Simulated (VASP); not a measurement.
# BN (Qingsongite) (F-43m) in VASP: settings compared

Aim: see how the results for BN (Qingsongite) move with the level of theory and the settings. Levels: AM05, LDA. Tasks: relaxation of cell and atoms, single point.

All numbers are computed with VASP 6.6.1; they aren't measurements. Logs are shortened: lines on timing, memory, paths and dates and some standing lists are left out, and cuts for length are marked.

**What was measured.**

From a printed reference work, monograph, for a bulk crystal of BN at 300 K: band gap 6.4 eV (indirect).

How close the calculation comes is told below.

### Step 1. The structure

It takes space group F-43m (No. 216, cubic). Conventional cell: a = 3.615 Å, b = 3.615 Å, c = 3.615 Å, α = 90.00°, β = 90.00°, γ = 90.00°. B (site symmetry -43m) is surrounded by 4 N at 1.57 Å. N (site symmetry -43m) has 4 B at 1.57 Å as nearest neighbours.

### Step 2. Relaxation of cell and atoms, AM05

INCAR reads:

```
SYSTEM = BN
ALGO = Normal ; EDIFF = 1E-6
EDIFFG = -0.01 ; ENCUT = 600
GGA = AM ; IBRION = 2
ISIF = 3 ; ISMEAR = 0
LASPH = .True. ; LCHARG = .False.
LREAL = .False. ; LWAVE = .False.
NELM = 80 ; NSW = 90
PREC = Accurate ; SIGMA = 0.03
```

KPOINTS reads:

```
k-points
0
Gamma
  14 14 14
  0 0 0
```

POSCAR reads:

```
BN
1.0
    0.0000000000      1.8075000000      1.8075000000
    1.8075000000      0.0000000000      1.8075000000
    1.8075000000      1.8075000000      0.0000000000
B N
1 1
Direct
    0.0000000000      0.0000000000      0.0000000000
    0.2500000000      0.2500000000      0.2500000000
```

Potentials or basis: VASP PAW PBE potentials, release 64 (B, N).

On the command line:

```console
$ cat potpaw_PBE.64/B/POTCAR potpaw_PBE.64/N/POTCAR > POTCAR
$ mpirun -np 1 vasp_std > vasp.out
```

OUTCAR:

```text
SYSTEM = BN
   EDIFF = 1E-6
   EDIFFG = -0.01
   ENCUT = 600
   GGA = AM
   IBRION = 2
   ISIF = 3
   ISMEAR = 0
   LASPH = .True.
   LREAL = .False.
   NELM = 80
   NSW = 90
   PREC = Accurate

 ion  position               nearest neighbor table
   1  0.000  0.000  0.000-   2 1.57   2 1.57   2 1.57   2 1.57
   2  0.250  0.250  0.250-   1 1.57   1 1.57   1 1.57   1 1.57

  LATTYP: Found a face centered cubic cell.
 ALAT       =     3.6150000000

  Lattice vectors:

 A1 = (   0.0000000000,   1.8075000000,   1.8075000000)
 A2 = (   1.8075000000,   0.0000000000,   1.8075000000)
 A3 = (   1.8075000000,   1.8075000000,   0.0000000000)

Analysis of symmetry for initial positions (statically):
=====================================================================
 Subroutine PRICEL returns:
 Original cell was already a primitive cell.

 Routine SETGRP: Setting up the symmetry group for a
 face centered cubic supercell.

 Subroutine GETGRP returns: Found 24 space group operations
 (whereof 24 operations were pure point group operations)
 out of a pool of 48 trial point group operations.

The static configuration has the point symmetry T_d .

Analysis of symmetry for dynamics (positions and initial velocities):
=====================================================================
 Subroutine PRICEL returns:
 Original cell was already a primitive cell.

 Routine SETGRP: Setting up the symmetry group for a
 face centered cubic supercell.

 Subroutine GETGRP returns: Found 24 space group operations
 (whereof 24 operations were pure point group operations)
 out of a pool of 48 trial point group operations.

The dynamic configuration has the point symmetry T_d .

 Subroutine INISYM returns: Found 24 space group operations
 (whereof 24 operations are pure point group operations),
 and found     1 'primitive' translations

----------------------------------------------------------------------------------------

                                     Primitive cell

  volume of cell :      11.8104

  direct lattice vectors                    reciprocal lattice vectors
     0.000000000  1.807500000  1.807500000    -0.276625173  0.276625173  0.276625173
     1.807500000  0.000000000  1.807500000     0.276625173 -0.276625173  0.276625173
     1.807500000  1.807500000  0.000000000     0.276625173  0.276625173 -0.276625173

  length of vectors
     2.556191014  2.556191014  2.556191014     0.479128854  0.479128854  0.479128854

  position of ions in fractional coordinates (direct lattice)
     0.000000000  0.000000000  0.000000000
     0.250000000  0.250000000  0.250000000

  ion indices of the primitive-cell ions
   primitive index   ion index
                 1           1
                 2           2

----------------------------------------------------------------------------------------

 KPOINTS: k-points

Automatic generation of k-mesh.
 Grid dimensions read from file:
 generate k-points for:   14   14   14

 Generating k-lattice:

  Cartesian coordinates                     Fractional coordinates (reciprocal lattice)
    -0.019758941  0.019758941  0.019758941     0.071428571  0.000000000  0.000000000
     0.019758941 -0.019758941  0.019758941     0.000000000  0.071428571  0.000000000
     0.019758941  0.019758941 -0.019758941     0.000000000  0.000000000  0.071428571

  Length of vectors
     0.034223490  0.034223490  0.034223490

  Shift w.r.t. Gamma in fractional coordinates (k-lattice)
     0.000000000  0.000000000  0.000000000

 Subroutine IBZKPT returns following result:
 ===========================================

 Found    104 irreducible k-points:

 Following reciprocal coordinates:
            Coordinates               Weight
  0.000000  0.000000  0.000000      1.000000
  0.071429  0.000000  0.000000      8.000000
  0.142857  0.000000  0.000000      8.000000
  0.214286  0.000000  0.000000      8.000000
  0.285714  0.000000  0.000000      8.000000
  0.357143  0.000000  0.000000      8.000000
[... 16 lines left out ...]
  0.214286  0.142857  0.000000     24.000000
  0.285714  0.142857  0.000000     24.000000
 [... further k-points ...]
   k-points           NKPTS =    104   k-points in BZ     NKDIM =    104   number of bands    NBANDS=      8
   number of dos      NEDOS =    301   number of ions     NIONS =      2
   total plane-waves  NPLWV =   8000
   dimension x,y,z NGX =    20 NGY =   20 NGZ =   20
   dimension x,y,z NGXF=    40 NGYF=   40 NGZF=   40
   ions per type =               1   1
   NGX,Y,Z   is equivalent  to a cutoff of  13.01, 13.01, 13.01 a.u.
   NGXF,Y,Z  is equivalent  to a cutoff of  26.01, 26.01, 26.01 a.u.
 SYSTEM =  BN
   PREC   = accura    normal or accurate (medium, high low for compatibility)
   ISTART =      0    job   : 0-new  1-cont  2-samecut
   ICHARG =      2    charge: 1-file 2-atom 10-const
   ISPIN  =      1    spin polarized calculation?
   LNONCOLLINEAR =      F non collinear calculations
   LSORBIT =      F    spin-orbit coupling
   LASPH  =      T    aspherical Exc in radial PAW
   ENCUT  =  600.0 eV  44.10 Ry    6.64 a.u.   5.11  5.11  5.11*2*pi/ulx,y,z
   NELM   =     80;   NELMIN=  2; NELMDL= -5     # of ELM steps
   EDIFF  = 0.1E-05   stopping-criterion for ELM
   LREAL  =      F    real-space projection
   EDIFFG = -.1E-01   stopping-criterion for IOM
   NSW    =     90    number of steps for IOM
   IBRION =      2    ionic relax: 0-MD 1-quasi-New 2-CG
   NFREE  =      1    steps in history (QN), initial steepest desc. (CG)
   ISIF   =      3    stress and relaxation
   ISYM   =      2    0-nonsym 1-usesym 2-fastsym
   POTIM  = 0.5000    time-step for ionic-motion
   TEBEG  =    0.0;   TEEND  =   0.0 temperature during run
   PSTRESS=    0.0 pullay stress
   NELECT =       8.0000    total number of electrons
   NUPDOWN=      -1.0000    fix difference up-down
   EMIN   =  10.00;   EMAX   =-10.00  energy-range for DOS
   EFERMI =   0.00;   METHOD = LEGACY
   ISMEAR =     0;   SIGMA  =   0.03  broadening in eV -4-tet -1-fermi 0-gaus
   EFERMI_NEDOS =   21; number of points for ismear=-14 and -15
   IALGO  =     38    algorithm
   IMIX   =      4    mixing-type and parameters
     AMIX     =   0.40;   BMIX     =  1.00
     AMIX_MAG =   1.60;   BMIX_MAG =  1.00
  volume/ion in A,a.u.               =       5.91        39.85
  Fermi-wavevector in a.u.,A,eV,Ry     =   1.437749  2.716952 28.124920  2.067123
  Thomas-Fermi vector in A             =   2.556793
   LORBIT       =      0    0 simple, 1 ext, 2 COOP (PROOUT), +10 PAW based schemes
   GGA     = AM    functional components
   LHFCALC =     F    Hartree Fock is set to
   AEXX    =    0.0000 exact exchange contribution
   IVDW    =     0    specifies the selected vdW correction
   LEPSILON=     F    determine dielectric tensor
   LRPA    =     F    only Hartree local field effects (RPA)
 conjugate gradient relaxation of ions
 non-spin polarized calculation
 Gauss-broadening in eV      SIGMA  =   0.03
  energy-cutoff  :      600.00
  volume of cell :       11.81
 maximum number of plane-waves:       411
   NGX = 11   NGY = 11   NGZ = 11

--------------------------------------- Ionic step        1  -------------------------------------------

 number of electron       7.9999999 magnetization

 Free energy of the ion-electron system (eV)
  ---------------------------------------------------
  ext. energy  EPLUGINS =         0.00000000
  ---------------------------------------------------
  free energy    TOTEN  =       -18.08896679 eV

  energy without entropy =      -18.08896679  energy(sigma->0) =      -18.08896679

------------------------ aborting loop because EDIFF is reached ----------------------------------------

  FORCE on cell =-STRESS in cart. coord.  units (eV):
  Direction    XX          YY          ZZ          XY          YZ          ZX
  --------------------------------------------------------------------------------------
  -------------------------------------------------------------------------------------
  Total       -0.2395145     -0.2395145     -0.2395145     -0.0000000     -0.0000000      0.0000000
  in kB      -32.4920781    -32.4920781    -32.4920781     -0.0000000     -0.0000000      0.0000000
  external PRESSURE =     -32.4920781 kB  Pullay stress =       0.0000000 kB
[... 57 lines left out ...]
  energy  without entropy=      -18.0888968471  energy(sigma->0) =      -18.08889685

--------------------------------------- Ionic step        3  -------------------------------------------

 number of electron       7.9999999 magnetization

 Free energy of the ion-electron system (eV)
  ---------------------------------------------------
  ext. energy  EPLUGINS =         0.00000000
  ---------------------------------------------------
  free energy    TOTEN  =       -18.08999955 eV

  energy without entropy =      -18.08999955  energy(sigma->0) =      -18.08999955

 E-fermi :   7.6205     XC(G=0): -13.0243

 val. band max:        7.4982698535   @ k =   0.0000   0.0000   0.0000
 cond. band min:      11.7973239322   @ k =   0.5000   0.5000   0.0000
 fundamental gap:      4.2990540787
 Fermi energy:         7.6204704766

 k-point     1 :       0.0000    0.0000    0.0000
  band No.  band energies     occupation
      1     -12.8232      2.00000
      2       7.4983      2.00000
      3       7.4983      2.00000
      4       7.4983      2.00000
      5      16.2825      0.00000
      6      16.2825      0.00000
      7      16.2825      0.00000
      8      17.9780      0.00000
[... 243 lines left out ...]
 k-point    24 :       0.2857    0.1429    0.0000
  band No.  band energies     occupation
      1     -11.0337      2.00000
      2       2.4105      2.00000
      3       5.1071      2.00000
      4       5.6214      2.00000
      5      15.6907      0.00000
      6      19.2230      0.00000
      7      19.6562      0.00000
      8      20.3221      0.00000

 [... further k-points ...]

------------------------ aborting loop because EDIFF is reached ----------------------------------------

  FORCE on cell =-STRESS in cart. coord.  units (eV):
  Direction    XX          YY          ZZ          XY          YZ          ZX
  --------------------------------------------------------------------------------------
  -------------------------------------------------------------------------------------
  Total       -0.0000012     -0.0000012     -0.0000012     -0.0000000     -0.0000000      0.0000000
  in kB       -0.0001651     -0.0001651     -0.0001651     -0.0000000     -0.0000000      0.0000000
  external PRESSURE =      -0.0001651 kB  Pullay stress =       0.0000000 kB
[... 17 lines left out ...]
  FREE ENERGIE OF THE ION-ELECTRON SYSTEM (eV)
  ---------------------------------------------------
  free  energy   TOTEN  =       -18.0899995535 eV

  energy  without entropy=      -18.0899995535  energy(sigma->0) =      -18.08999955

 reached required accuracy - stopping structural energy minimisation
```

Wall time 9.6 s (1 thread of Intel Xeon 6975P-C (Granite Rapids), shared host); peak memory 0.12 GiB.

What came out:

| Item | Value |
| --- | --- |
| Free energy | -18.0900 eV |
| Relaxed volume | 5.85 Å³/atom |
| Relaxed cell | a = 2.549 Å, b = 2.549 Å, c = 2.549 Å, α = 60.00°, β = 60.00°, γ = 60.00° |
| Space group after relaxing (to 0.05 Å) | F-43m (No. 216) |
| Energy gained by relaxing | 0.5 meV/atom |
| Ionic steps | 3 |
| Pressure after relaxing | 0.0 GPa |
| Band gap on the k mesh | 4.30 eV, indirect (least direct gap 8.78 eV) |

Step by step:
| step | energy change (eV) | largest force (eV/Å) | pressure (GPa) | volume (Å³) |
| --- | --- | --- | --- | --- |
| 1 | 0.0000 | 0.0000 | -3.25 | 11.81 |
| 2 | 0.0001 | 0.0000 | 3.48 | 11.61 |
| 3 | -0.0010 | 0.0000 | 0.00 | 11.71 |

Final structure:
```
B N
1.0
     0.00000    1.80234    1.80234
     1.80234    0.00000    1.80234
     1.80234    1.80234    0.00000
B N
1 1
Direct
  0.00000 0.00000 0.00000
  0.25000 0.25000 0.25000
```

Caveat: the PAW data sets were made with another functional, which shifts forces and pressure a little. A k mesh can miss the band edges.

### Step 3. Relaxation of cell and atoms, AM05

This run uses another cell than the first one, of 5.85 Å³/atom, 0.991 times its volume.

INCAR, as its differences from that of step 2:

```diff
@@ -1,4 +1,4 @@
 SYSTEM = BN
-ALGO = Normal ; EDIFF = 1E-6
-EDIFFG = -0.01 ; ENCUT = 600
+ALGO = Normal ; EDIFF = 1E-7
+EDIFFG = -0.005 ; ENCUT = 600
 GGA = AM ; IBRION = 2
```

KPOINTS is that of step 2.

POSCAR reads:

```
BN                                      
1.0
   -0.0000000000      1.8023401134      1.8023401134
    1.8023401134      0.0000000000      1.8023401134
    1.8023401134      1.8023401134      0.0000000000
  B               N             
     1     1
Direct
     0.0000000000000000    0.0000000000000000    0.0000000000000000
     0.2500000000000000    0.2500000000000000    0.2500000000000000
```

Potentials or basis: VASP PAW PBE potentials, release 64 (B, N).

On the command line:

```console
$ cat potpaw_PBE.64/B/POTCAR potpaw_PBE.64/N/POTCAR > POTCAR
$ mpirun -np 1 vasp_std > vasp.out
```

OUTCAR:

```text
SYSTEM = BN
   EDIFF = 1E-7
   EDIFFG = -0.005
   ENCUT = 600
   GGA = AM
   IBRION = 2
   ISIF = 3
   ISMEAR = 0
   LASPH = .True.
   LREAL = .False.
   NELM = 80
   NSW = 90
   PREC = Accurate

 ion  position               nearest neighbor table
   1  0.000  0.000  0.000-   2 1.56   2 1.56   2 1.56   2 1.56
   2  0.250  0.250  0.250-   1 1.56   1 1.56   1 1.56   1 1.56

  LATTYP: Found a face centered cubic cell.
 ALAT       =     3.6046802268
[... 457 lines left out ...]

  FORCE on cell =-STRESS in cart. coord.  units (eV):
  Direction    XX          YY          ZZ          XY          YZ          ZX
  --------------------------------------------------------------------------------------
  -------------------------------------------------------------------------------------
  Total        0.0010020      0.0010020      0.0010020      0.0000000      0.0000000      0.0000000
  in kB        0.1370936      0.1370936      0.1370936      0.0000000      0.0000000      0.0000000
  external PRESSURE =       0.1370936 kB  Pullay stress =       0.0000000 kB

 VOLUME and BASIS-vectors are now :
 -----------------------------------------------------------------------------
  energy-cutoff  :      600.00
  volume of cell :       11.71
      direct lattice vectors                 reciprocal lattice vectors
     0.000000000  1.802340113  1.802340113    -0.277417118  0.277417118  0.277417118
     1.802340113  0.000000000  1.802340113     0.277417118 -0.277417118  0.277417118
     1.802340113  1.802340113  0.000000000     0.277417118  0.277417118 -0.277417118

 POSITION                                       TOTAL-FORCE (eV/Angst)
 -----------------------------------------------------------------------------------
      0.00000      0.00000      0.00000         0.000000     -0.000000     -0.000000
      0.90117      0.90117      0.90117        -0.000000      0.000000      0.000000
 -----------------------------------------------------------------------------------
    total drift:                                0.000000      0.000000      0.000000

  FREE ENERGIE OF THE ION-ELECTRON SYSTEM (eV)
  ---------------------------------------------------
  free  energy   TOTEN  =       -18.0896624336 eV

  energy  without entropy=      -18.0896624336  energy(sigma->0) =      -18.08966243

 reached required accuracy - stopping structural energy minimisation
```

CONTCAR:

```text
BN
   1.00000000000000
     0.0000000000000000    1.8023401134000001    1.8023401134000001
     1.8023401134000001    0.0000000000000000    1.8023401134000001
     1.8023401134000001    1.8023401134000001    0.0000000000000000
  B               N
     1     1
Direct
     0.0000000000000000    0.0000000000000000    0.0000000000000000
     0.2500000000000000    0.2500000000000000    0.2500000000000000

  0.00000000E+00  0.00000000E+00  0.00000000E+00
  0.00000000E+00  0.00000000E+00  0.00000000E+00
```

Wall time 5.4 s (1 thread of Intel Xeon 6975P-C (Granite Rapids), shared host); peak memory 0.12 GiB.

What came out:

```yaml
Free_energy: -18.0897 eV
Pressure_after_relaxing: 0.0 GPa
Band_gap_on_the_k_mesh: 4.30 eV, indirect (least direct gap 8.78 eV)
```

Final structure:
```
B N
1.0
     0.00000    1.80234    1.80234
     1.80234    0.00000    1.80234
     1.80234    1.80234    0.00000
B N
1 1
Cartesian
  0.0000 0.0000 0.0000
  0.9012 0.9012 0.9012
```

Caveat: the relaxation stopped at its first step, so nothing moved; the PAW data sets were made with another functional, which shifts forces and pressure a little. A hybrid or GW would open this gap; AM05 tends to underestimate it.

### Step 4. Single point, LDA

INCAR reads:

```
SYSTEM = BN
ALGO = Fast
EDIFF = 1E-7
ENCUT = 520
ISIF = 2
ISMEAR = 0
KPAR = 4
LASPH = .TRUE.
LCHARG = .FALSE.
LREAL = .FALSE.
LWAVE = .FALSE.
NBANDS = 11
NELM = 80
PREC = Accurate
SIGMA = 0.03
```

KPOINTS reads:

```
k-points
0
G
  8 8 8
  0 0 0
```

POSCAR reads:

```
BN
1.0
    0.0000000000      1.8075000000      1.8075000000
    1.8075000000      0.0000000000      1.8075000000
    1.8075000000      1.8075000000      0.0000000000
B N
1 1
Direct
    0.0000000000      0.0000000000      0.0000000000
    0.2500000000      0.2500000000      0.2500000000
```

Potentials or basis: VASP PAW LDA potentials, release 64 (B, N).

On the command line:

```console
$ cat potpaw_LDA.64/B/POTCAR potpaw_LDA.64/N/POTCAR > POTCAR
$ mpirun -np 4 vasp_std > vasp.out
```

It took 1.9 s on 4 MPI ranks of Intel Xeon Platinum 8259CL at 2.50GHz (Skylake/Cascade Lake), shared host; peak memory 0.11 GiB.

Results (log left out):

```
Free energy            : -19.4043 eV
Pressure               : -10.1 GPa
Band gap on the k mesh : 4.34 eV, indirect (least direct gap 8.68 eV)
```

Levels at points of the mesh, in eV from the valence-band top:
```csv
k point,band 1,band 2,band 3,band 4,band 5,band 6,band 7,band 8,band 9
"(0.00, 0.00, 0.00)",-20.07,0.00,0.00,0.00,8.68,8.68,8.68,10.44,24.49
"(0.50, 0.00, 0.00)",-15.79,-10.71,-1.95,-1.95,10.21,10.56,10.56,15.01,23.08
"(0.50, 0.50, 0.00)",-14.41,-8.89,-4.93,-4.93,4.34,9.14,17.70,17.70,20.51
```

### Step 5. Against experiment

Step 4. Against the measured gap of BN, 6.4 eV (indirect; 300 K; a printed reference work, monograph), the calculated 4.34 eV is off by -2.06 eV. The value is that of LDA on a finite k mesh, which can miss the band edges, without temperature or zero-point motion. Semilocal functionals fall short of measured gaps as a rule.
